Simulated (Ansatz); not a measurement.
# Residual resistivity of an alloy: Re(0001) with 2 layers of random Re-Ru, 2x2

How strongly does chemical disorder scatter in Re(0001) with 2 layers of random Re-Ru, 2x2?

Calculated with Ansatz 0.2.0; Ansatz plane-wave DFT, PBE, PAW files; ballistic transport by layer matching (Landauer), zero bias; PAW set soft_1.

Report form: the programs' logs are mostly left out.

### 1. Set-up

The cell holds 48 atoms: 44 Re and 4 Ru. Cell: a = 5.522 Å, b = 5.522 Å, c = 26.749 Å, α = 90.0°, β = 90.0°, γ = 120.0°. It derives from Re. Regions: lead, 40 atoms (40 Re); scattering region, 8 atoms (4 Ru and 4 Re). The structure is stacked along c, and the current runs across the ab planes.

### 2. With 2 alloy layers

In 2 layers a share of 0.5 of the sites is given to Ru at random. The layers about the cell's end stay perfect and serve as the lead. Disorder leaves little or no symmetry, which makes such runs dear. Energies from -0.05 to 0.05 eV in steps of 0.05 eV are too few for the program's thermal sum, so it prints no conductance; for a metal the transmission near the Fermi level serves, at a fraction of the cost.

The input, input.yaml:

```yaml
crystal:
  lattice:
    - [5.5216, 0.0, 0.0]
    - [-2.7608, 4.7818458695, 0.0]
    - [0.0, 0.0, 26.7492]
  atoms:
    - { symbol: Re, position: [0.1666666667, 0.3333333333, 0.0416666667] }
    - { symbol: Re, position: [0.1666666667, 0.8333333333, 0.0416666667] }
    - { symbol: Re, position: [0.6666666667, 0.3333333333, 0.0416666667] }
    - { symbol: Re, position: [0.6666666667, 0.8333333333, 0.0416666667] }
    - { symbol: Re, position: [0.3333333333, 0.1666666667, 0.125] }
    - { symbol: Re, position: [0.3333333333, 0.6666666667, 0.125] }
    - { symbol: Re, position: [0.8333333333, 0.1666666667, 0.125] }
    - { symbol: Re, position: [0.8333333333, 0.6666666667, 0.125] }
[... 36 atom lines left out ...]
    - { symbol: Re, position: [0.3333333333, 0.1666666667, 0.9583333333] }
    - { symbol: Re, position: [0.3333333333, 0.6666666667, 0.9583333333] }
    - { symbol: Re, position: [0.8333333333, 0.1666666667, 0.9583333333] }
    - { symbol: Re, position: [0.8333333333, 0.6666666667, 0.9583333333] }
kpoints:
  mp_grid: { grid: [5, 5, 1] }
hamiltonian:
  xc: pbe
  pseudopotentials: { kind: paw, azcp: { folder: soft_1 } }
scf:
  occupations: { method: fermi_dirac, width: 0.1 }
output:
  transmission:
    leads: [[0, 8]]
    kmesh: [10, 10]
    e_range: [-0.05, 0.05]
    de: 0.05
  write_potential: true
  write_density: true
  volumetric_format: npy
```

Started as:

```sh
$ ansatz run input.yaml --threads 4 --pin off --max-ram 15360MiB --backend cpu --events-out ev --progress --plain --runs-dir out
```

Run time: 6.6 min. Hardware: 4 threads of AMD EPYC 7R13 (Zen 3), shared host; peak memory 6.1 GiB.

This step gave:

```yaml
free_energy: -501765.1470 eV
energy_at_zero_smearing: -501764.4783 eV
fermi_energy: 23.81 eV
cell_area: 26.40 Å²
transmission_per_spin_nearest_the_fermi_level: 4.418
open_channels_per_spin_nearest_the_fermi_level: 5.38
step_of_the_lead_s_potential: 14 meV
```

Per spin. The transmission, zone mean by energy, zero at the Fermi level:

| energy (eV) | transmission, zone mean |
| --- | --- |
| -0.0500 | 4.20 |
| 0.0000 | 4.42 |
| 0.0500 | 4.29 |

Per spin. Open channels, zone mean, lead against energy, zero at the Fermi level:

| energy (eV) | open channels, zone mean, lead |
| --- | --- |
| -0.0500 | 5.26 |
| 0.0000 | 5.38 |
| 0.0500 | 5.08 |

Transmission over k1 and k2. At 0.0000 eV from the Fermi level.

Ten even steps from '0' (2.82) to '9' (9.27):
```
0210020010
0111100011
0007871000
0108998111
0217999712
0111899801
0000178700
0110001111
0010020012
0100010001
```
Columns: k1 (b1) from -0.5 to 0.4; rows upwards: k2 (b2) from -0.5 to 0.4.

Open channels over k1 and k2. At 0.0000 eV from the Fermi level.

Ten even steps from '0' (3.0) to '9' (11.0):
```
1310131111
2111111211
2018881021
1118998111
1318989813
1111899811
2120188810
2112111111
1111131013
1122111221
```
Columns: k1 (b1) from -0.5 to 0.4; rows upwards: k2 (b2) from -0.5 to 0.4.

Over the solved energies the transmission per spin lies between 4.20 and 4.42, out of 5.24 channels of the lead on average (up to 5.38).

### 3. With 6 alloy layers

In 6 layers a share of 0.5 of the sites is given to Ru at random. A fresh draw is used; the growth of the resistance with length is what counts.

System of this step: Re(0001) with 6 layers of random Re-Ru, 2x2. The cell holds 64 atoms: 52 Re and 12 Ru. Its edges and angles: a = 5.522 Å, b = 5.522 Å, c = 35.666 Å, α = 90.0°, β = 90.0°, γ = 120.0°. It derives from Re. Regions: lead, 40 atoms (40 Re); scattering region, 24 atoms (12 Re and 12 Ru). The structure is stacked along c, and the current runs across the ab planes.

The input, input.yaml:

```yaml
crystal:
  lattice:
    - [5.5216, 0.0, 0.0]
    - [-2.7608, 4.7818458695, 0.0]
    - [0.0, 0.0, 35.6656]
  atoms:
    - { symbol: Re, position: [0.1666666667, 0.3333333333, 0.03125] }
    - { symbol: Re, position: [0.1666666667, 0.8333333333, 0.03125] }
    - { symbol: Re, position: [0.6666666667, 0.3333333333, 0.03125] }
    - { symbol: Re, position: [0.6666666667, 0.8333333333, 0.03125] }
    - { symbol: Re, position: [0.3333333333, 0.1666666667, 0.09375] }
    - { symbol: Re, position: [0.3333333333, 0.6666666667, 0.09375] }
    - { symbol: Re, position: [0.8333333333, 0.1666666667, 0.09375] }
    - { symbol: Re, position: [0.8333333333, 0.6666666667, 0.09375] }
[... 52 atom lines left out ...]
    - { symbol: Re, position: [0.3333333333, 0.1666666667, 0.96875] }
    - { symbol: Re, position: [0.3333333333, 0.6666666667, 0.96875] }
    - { symbol: Re, position: [0.8333333333, 0.1666666667, 0.96875] }
    - { symbol: Re, position: [0.8333333333, 0.6666666667, 0.96875] }
kpoints:
  mp_grid: { grid: [5, 5, 1] }
hamiltonian:
  xc: pbe
  pseudopotentials: { kind: paw, azcp: { folder: soft_1 } }
scf:
  occupations: { method: fermi_dirac, width: 0.1 }
output:
  transmission:
    leads: [[0, 8]]
    kmesh: [10, 10]
    e_range: [-0.05, 0.05]
    de: 0.05
  write_potential: true
  write_density: true
  volumetric_format: npy
```

Elapsed: 12 min, on 4 threads; peak memory 11 GiB; 44 min of CPU time.

Numbers from this step:

| Quantity | Value |
| --- | --- |
| free energy | -635750.3425 eV |
| energy at zero smearing | -635749.4455 eV |
| Fermi energy | 23.52 eV |
| transmission per spin nearest the Fermi level | 3.588 |
| step of the lead's potential | 15.5 meV |

Per spin. The transmission, zone mean by energy, zero at the Fermi level:

| energy (eV) | transmission, zone mean |
| --- | --- |
| -0.0500 | 3.69 |
| 0.0000 | 3.59 |
| 0.0500 | 3.57 |

Over the solved energies the transmission per spin lies between 3.57 and 3.69, out of 5.26 channels of the lead on average (up to 5.38).

### 4. With 10 alloy layers

In 10 layers a share of 0.5 of the sites is given to Ru at random. A fresh draw is used; the growth of the resistance with length is what counts.

System of this step: Re(0001) with 10 layers of random Re-Ru, 2x2. The cell holds 80 atoms: 60 Re and 20 Ru. Its edges and angles: a = 5.522 Å, b = 5.522 Å, c = 44.582 Å, α = 90.0°, β = 90.0°, γ = 120.0°. It derives from Re. Regions: lead, 40 atoms (40 Re); scattering region, 40 atoms (20 Re and 20 Ru). The structure is stacked along c, and the current runs across the ab planes.

The input, input.yaml:

```yaml
crystal:
  lattice:
    - [5.5216, 0.0, 0.0]
    - [-2.7608, 4.7818458695, 0.0]
    - [0.0, 0.0, 44.582]
  atoms:
    - { symbol: Re, position: [0.1666666667, 0.3333333333, 0.025] }
    - { symbol: Re, position: [0.1666666667, 0.8333333333, 0.025] }
    - { symbol: Re, position: [0.6666666667, 0.3333333333, 0.025] }
    - { symbol: Re, position: [0.6666666667, 0.8333333333, 0.025] }
    - { symbol: Re, position: [0.3333333333, 0.1666666667, 0.075] }
    - { symbol: Re, position: [0.3333333333, 0.6666666667, 0.075] }
    - { symbol: Re, position: [0.8333333333, 0.1666666667, 0.075] }
    - { symbol: Re, position: [0.8333333333, 0.6666666667, 0.075] }
[... 68 atom lines left out ...]
    - { symbol: Re, position: [0.3333333333, 0.1666666667, 0.975] }
    - { symbol: Re, position: [0.3333333333, 0.6666666667, 0.975] }
    - { symbol: Re, position: [0.8333333333, 0.1666666667, 0.975] }
    - { symbol: Re, position: [0.8333333333, 0.6666666667, 0.975] }
kpoints:
  mp_grid: { grid: [5, 5, 1] }
hamiltonian:
  xc: pbe
  pseudopotentials: { kind: paw, azcp: { folder: soft_1 } }
scf:
  occupations: { method: fermi_dirac, width: 0.1 }
output:
  transmission:
    leads: [[0, 8]]
    kmesh: [10, 10]
    e_range: [-0.05, 0.05]
    de: 0.05
  write_potential: true
  write_density: true
  volumetric_format: npy
```

Wall time 19 min (4 threads); peak memory 8.8 GiB.

This step gave:

* free energy: -769735.3599 eV
* energy at zero smearing: -769734.2850 eV
* Fermi energy: 23.34 eV
* transmission per spin nearest the Fermi level: 3.111
* step of the lead's potential: 15.3 meV

Per spin. Transmission, zone mean against energy, zero at the Fermi level:

| energy (eV) | transmission, zone mean |
| --- | --- |
| -0.0500 | 3.10 |
| 0.0000 | 3.11 |
| 0.0500 | 3.15 |

Over the solved energies the transmission per spin lies between 3.10 and 3.15, out of 5.26 channels of the lead on average (up to 5.38).

### 5. The fit

This step: Ansatz plane-wave DFT, PBE, PAW files; ballistic transport by layer matching (Landauer), zero bias; residual resistivity from the slope of the area resistance, atoms on the host's lattice; PAW set soft_1 (Ansatz 0.2.0).

This step gave:

- resistivity: 16.94 µΩ cm
- intercept: 0.06680 fΩ m²
- scatter about the fit: 9.42e-4 fΩ m²

Resistance, by row:

| run | length (Å) | T | channels N | RA (fΩ m²) |
| --- | --- | --- | --- | --- |
| n2 | 4.458 | 4.303 | 5.24 | 0.1417 |
| n6 | 13.37 | 3.615 | 5.26 | 0.2947 |
| n10 | 22.29 | 3.122 | 5.26 | 0.4438 |

Area resistance against length of the alloy:

| length of the alloy (Å) | area resistance (fΩ m²) |
| --- | --- |
| 4.46 | 0.142 |
| 13.37 | 0.295 |
| 22.29 | 0.444 |

The area resistance goes from 0.14 to 0.44 fΩ m² between 4.5 and 22.3 Å, a slope of 17 µΩ cm.

By hand from the end points: (0.4438 − 0.1417) fΩ m² / (22.29 − 4.46) Å = 17 µΩ cm, since 1 fΩ m² per Å is 1000 µΩ cm.

### 6. Summary of results

- resistivity from the slope: 16.9 µΩ cm
- area resistance over 4.46 Å: 0.142 fΩ m²
- area resistance over 13.4 Å: 0.295 fΩ m²
- area resistance over 22.3 Å: 0.444 fΩ m²

In words: The slope gives 17 µΩ cm. The points scatter by 9.4e-4 fΩ m² about the line, with one random draw a length in a 2x2 cell, so the slope is a rough value. Read with a model of isotropic scattering on a spherical Fermi surface and the lead's 1.5×10¹⁵ S/m², this slope means a mean free path near 31 Å (a rough figure, since the alloy's own channel count differs); over these lengths the model's slope is 1.07 times its bulk resistivity, which would be 16 µΩ cm. The atoms sit on the host's lattice, so scattering by size misfit is left out. Spin-orbit coupling is left out, which matters for Re.

[Logs are printed without paths, hosts, clocks, repeated set-up lines and the standing remarks that a program may print on its own settings, such as how far it seeks lower states.]

[Hosts, paths, dates, database ids (printed as entryN), source tags and the programs' standing remarks are cut or masked in the printed files.]
